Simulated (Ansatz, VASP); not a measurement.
## Two plane-wave programs on Cs

File INCAR:

```
ALGO = Normal ; EDIFF = 1E-6
ENCUT = 520 ; GGA = CA
ISIF = 2 ; ISMEAR = 0
LASPH = True ; LCHARG = False
LREAL = False ; LWAVE = False
NBANDS = 10 ; NELM = 100
PREC = Accurate ; SIGMA = 0.15
```

Contents of KPOINTS:

```
k-points
0
Gamma
  10 10 10
```

Contents of POSCAR:

```
Cs
1.0
    0.0740312951      3.9483357400      3.9483357400
    4.0223670351      0.0000000000      4.0223670351
    3.9483357400      3.9483357400      0.0740312951
Cs
1
Direct
    0.0000000000      0.0000000000      0.0000000000
```

Input for Ansatz:

```yaml
crystal:
  lattice:
    - [0.0740312951, 3.94833574, 3.94833574]
    - [4.0223670351, 0.0, 4.0223670351]
    - [3.94833574, 3.94833574, 0.0740312951]
  atoms:
    - { symbol: Cs, position: [0.0, 0.0, 0.0] }
basis:
  ecutwfc: 420
kpoints:
  mp_grid: { grid: [10, 10, 10] }
hamiltonian:
  xc: lda
scf:
  occupations: { method: gaussian, width: 0.15 }
output:
  forces: true
  stress: true
  eigenvalues: true
```

Change from the starting cell: strain +0.0375 x Voigt [0, 0, 0, 0, 1, 0], atoms carried along.

Alike in both runs: task single point; functional LDA; k mesh 10 × 10 × 10; occupations gaussian, width 0.15 eV; no spin polarisation.

```csv
,VASP,Ansatz
version,VASP 6.6.1,Ansatz 0.2.0
potentials or method,"VASP PAW LDA potentials, release 64 (Cs_sv)","scalar-relativistic, plane waves, PAW"
plane-wave cutoff (eV),520,420
valence electrons in the cell,9,9
```

```csv
,VASP,Ansatz,Ansatz less VASP
gap on the k mesh at the Fermi level (eV),none,none,-
pressure (GPa),-0.4,-0.4,+0.01
```

A gap of «none» marks a metal or a gap that the smearing closes.

The runs have no spin-orbit coupling, so splittings on Cs are missing.
